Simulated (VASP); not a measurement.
Input of a VASP 6.6.1 run:

INCAR

```
PREC = Accurate ; ENCUT = 520
EDIFF = 1E-6 ; ISMEAR = 1
SIGMA = 0.1 ; LREAL = False
LASPH = True ; NELM = 80
ALGO = Normal ; ISIF = 2
LWAVE = False ; LCHARG = False
GGA = PS ; ICORELEVEL = 1
```

KPOINTS

```
Automatic mesh
0
Gamma
  14 10 38
```

The input POSCAR:

```
Pt
1.0
    2.7689424700      0.0000000000      0.0000000000
    0.0000000000      3.9158760000      0.0000000000
    1.3844712400      1.9579380000      1.3844712400
Pt
1
Direct
    0.0000000000      0.0000000000      0.0000000000
```

Potentials or basis: VASP PAW PBE potentials, release 64 (Pt).

Launch:

```console
$ cat potpaw_PBE.64/Pt/POTCAR > POTCAR
$ mpirun -np 1 vasp_std > vasp.out
```

Task: Estimate the pressure.

Result: -0.1 GPa.

Task: Predict the band gap on the k mesh.

Result: None (metal or under the smearing width).

Core levels (eV, on the scale of the bands):
| atom | levels |
| --- | --- |
| 1 Pt | 1s -78387.2, 2s -13756.9, 2p -11917.2, 3s -3220.7, 3p -2685.2, 3d -2105.6, 4s -681.1, 4p -505.5, 4d -292.6, 4f -56.0, 5s -87.4, 5p -41.5 |

Caveat: the PAW data sets were made with another functional, which shifts forces and pressure a little. Spin-orbit coupling is left out, which matters for the levels of Pt.
